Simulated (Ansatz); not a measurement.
The crystal is WSe2 (layers cut from the bulk crystal).

The cell holds 9 atoms: 6 Se and 3 W. Cell: a = 3.234 Å, b = 3.234 Å, c = 54.800 Å, α = 90.0°, β = 90.0°, γ = 120.0°. It derives from WSe2. Regions: layer 1, 3 atoms (2 Se and 1 W); layer 2, 3 atoms (2 Se and 1 W); layer 3, 3 atoms (2 Se and 1 W). Vacuum lies along c.

```xyz
9
Lattice="3.2338 0.0000 0.0000 -1.6169 2.8005 0.0000 0.0000 0.0000 54.8000" Properties=species:S:1:pos:R:3
Se    0.0000    1.8670   19.5082
W     1.6169    0.9335   21.1896
Se    0.0000    1.8670   22.8717
Se    1.6169    0.9335   25.7200
W     0.0000    1.8670   27.4000
Se    1.6169    0.9335   29.0800
Se    0.0000    1.8670   31.9283
W     1.6169    0.9335   33.6104
Se    0.0000    1.8670   35.2918
```

The structure was relaxed with PBEsol-D3(BJ). At the settings of the band run the largest force is still 0.10 eV/Å. The runs that relaxed it are not among those shown. Spin-orbit coupling is left out unless a run names it.

Gaps computed with Ansatz 0.2.0 without a self-energy: PBEsol 0.93 eV, PBEsol+SOC 0.86 eV and HSE06 1.42 eV.

**Question.** Estimate the G0W0@PBEsol gap with 6×6×1 mesh, 660 empty bands, screening to 70 eV, PAW set soft_1 files.

About 1.26 eV: on its mesh the run moves the gap from 0.93 eV by +0.33 eV. Among the scalar-relativistic levels given, HSE06 is nearest (+0.16 eV). Spin-orbit coupling is not in that value; its −0.07 eV at the PBEsol level would bring it to about 1.19 eV. Bands and cutoff are finite, so the gap is not at the basis limit. The miss can reach some tenths of an eV and take either sign; the mesh is an error of its own. The mesh in the plane is coarse for a sheet; gap and any exciton binding can still move on denser ones. The many-body steps are scalar-relativistic: spin-orbit coupling is not in them.

[Paths, hosts, dates, memory and timing lines, banners, echoed tables and standing remarks are left out of the program output.]

[Logs are printed without paths, hosts, clocks, repeated set-up lines and the standing remarks that a program may print on its own settings, such as how far it seeks lower states.]

[Runs of the session that timed out or met a known fault of the program may be left out.]

[Cells called generated may have been cut or substituted from an entry of the Crystallography Open Database or the Materials Project.]

[Hosts, paths, dates, database ids (printed as entryN), source tags and the programs' standing remarks are cut or masked in the printed files.]
